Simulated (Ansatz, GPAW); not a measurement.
# Hf: 3 runs at one level of theory

```
CELL_PARAMETERS angstrom
3.19670 0.00000 0.00000
-1.59835 2.76842 0.00000
0.00000 0.00000 5.05780
ATOMIC_POSITIONS crystal
Hf 0.66667 0.33333 0.75000
Hf 0.33333 0.66667 0.25000
```

Alike in all runs: task single point; functional PBE; k mesh 10 × 10 × 5; occupations gaussian, width 0.017 eV; no spin polarisation; no spin-orbit coupling. Pressure is positive in compression and, in plane waves, holds the error of the finite cutoff, which Ansatz's Pulay term estimates and takes out.

| program and potentials | plane-wave cutoff (eV) | notes | pressure (GPa) |
| --- | --- | --- | --- |
| Ansatz, Ansatz PAW | 420 | 26 valence electrons an atom on average; Pulay term of +0.05 GPa included | 0.63 |
| GPAW, GPAW PAW data sets (gpaw-data 1.2.1) | 600 | 12 valence electrons an atom on average | 0.93 |
| Ansatz, all-electron LAPW, scalar-relativistic | - | - | ? |

Task: Estimate from the other rows what the run with Ansatz, all-electron LAPW, scalar-relativistic gave.

Result: Pressure 0.65 GPa. The other rows, which needn't bracket it: pressure 0.63 to 0.93.
